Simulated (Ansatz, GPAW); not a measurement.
This is a calculation of Fe for GPAW 26.7.0 (ASE script). 

run.py

```python
from ase.dft.bandgap import bandgap
from ase.io import read, write
from ase.units import GPa
from gpaw import GPAW, PW

atoms = read('Fe.xyz')
atoms.set_initial_magnetic_moments([3.0])

calc = GPAW(mode=PW(600),
            xc='PBE',
            kpts={'size': (13, 13, 13), 'gamma': True},
            occupations={'name': 'methfessel-paxton', 'order': 0, 'width': 0.025},
            nbands=12,
            convergence={'density': 1e-05, 'energy': 1e-05},
            maxiter=150,
            txt='gpaw.txt')
atoms.calc = calc
energy = atoms.get_potential_energy()
forces = atoms.get_forces()
stress = atoms.get_stress()
calc.write('gs.gpw')
write('result.traj', atoms)
print(f'Energy: {energy:.6f} eV')
print('Forces (eV/A):')
print(forces.round(4))
print('Stress (GPa):', (stress / GPa).round(3))
print('Moments:', calc.get_magnetic_moments().round(3))
print('Fermi level:', round(calc.get_fermi_level(), 4), 'eV')
print(f'Gap: {bandgap(calc)[0]:.4f} eV, direct: {bandgap(calc, direct=True)[0]:.4f} eV')
```

Fe.xyz

```xyz
1
Lattice="-1.4430000000 1.4430000000 1.4430000000 1.4430000000 -1.4430000000 1.4430000000 1.4430000000 1.4430000000 -1.4430000000" Properties=species:S:1:pos:R:3 pbc="T T T"
Fe     0.0000000000      0.0000000000      0.0000000000
```

Potentials or basis: GPAW PAW data sets (gpaw-data 1.2.1), pw.

The run is started by

```bash
$ OMP_NUM_THREADS=1 python run.py
```

Question: Set up the same calculation for Ansatz 0.2.0. Potentials or basis there: all-electron LAPW, scalar-relativistic.

Answer: As run (cutoffs and basis follow the program's own potentials, and thresholds, step limits or extra output files can differ):

input.yaml

```yaml
crystal:
  lattice:
    - [-1.443, 1.443, 1.443]
    - [1.443, -1.443, 1.443]
    - [1.443, 1.443, -1.443]
  atoms:
    - { symbol: Fe, position: [0.0, 0.0, 0.0], spin: 3.0 }
kpoints:
  mp_grid: { grid: [13, 13, 13] }
scf:
  occupations: { method: gaussian, width: 0.025 }
hamiltonian:
  xc: pbe
  pseudopotentials: { kind: all_electron, lapw: { basis_error: 0.001 } }
magnetization:
  spin_polarized: true
output:
  forces: true
  stress: true
  eigenvalues: true
```

Potentials or basis: all-electron LAPW, scalar-relativistic.

Command:

```console
$ ansatz run input.yaml --threads 2 --pin off --max-ram 6144MiB --backend cpu --events-out ev --progress --plain --runs-dir out
```

Both were run:

|  | GPAW | Ansatz |
| --- | --- | --- |
| Pressure | -7.9 GPa | -9.8 GPa |
| Net moment | 2.25 μB per cell | 2.24 μB per cell |

Where Ansatz's input types no cutoff or centring, it takes its own default and a Γ-centred mesh.

The magnetic state is the one that the start led to; the real crystal's order can differ.

Pressure is positive in compression.
